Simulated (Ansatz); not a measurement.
## Ti: how the axes shrink under pressure

Ti, P6_3/mmc, a = 2.936 Å, c = 4.636 Å. Ansatz: r2SCAN, PAW, 500 eV, Γ-centred 18×18×10 mesh on 2 atoms, Gaussian smearing 0.10 eV; no spin polarisation. Cell and atoms are relaxed at each pressure, and no other structure is tried, so the rows at high pressure may lie past a change of phase. y = 100 ln(c/c0) with c0 = 4.6362 Å, so nearly a change in per cent. The pressures are the targets, met within 0.02 GPa.

| P (GPa) | y | 100 ln(a/a0) |
| --- | --- | --- |
| -3.0 | ? | ? |
| 0.0 | 0.00 | 0.00 |
| 3.0 | -0.85 | -0.80 |
| 8.0 | -2.08 | -2.03 |
| 15.0 | -3.54 | -3.55 |
| 30.0 | -6.17 | -6.25 |
| 60.0 | -9.96 | -10.46 |

Q: Fit y = c1 P + c2 P² to the other rows, give the linear compressibility along c, and predict the missing y.

A: Least squares on the rows shown. y = −0.2543 P + 0.001478 P². The linear compressibility along c is −c1/100 = 2.54 per TPa, against 2.51 along a from the same fit to the last column (its missing entry is 0.88): the crystal is about as stiff along both at low pressure. The runs next to zero pressure give 2.96 and 2.80, so a parabola over the whole range misstates the start. With a term in P³ added, the coefficient of P becomes -0.2807, 10 % more, which shows how far this figure hangs on the form. At P = -3.0 the fit asked for gives 0.78. The run gave 0.93, so the fit is 0.15 too low, within twice the rms miss on the fitted rows (0.10).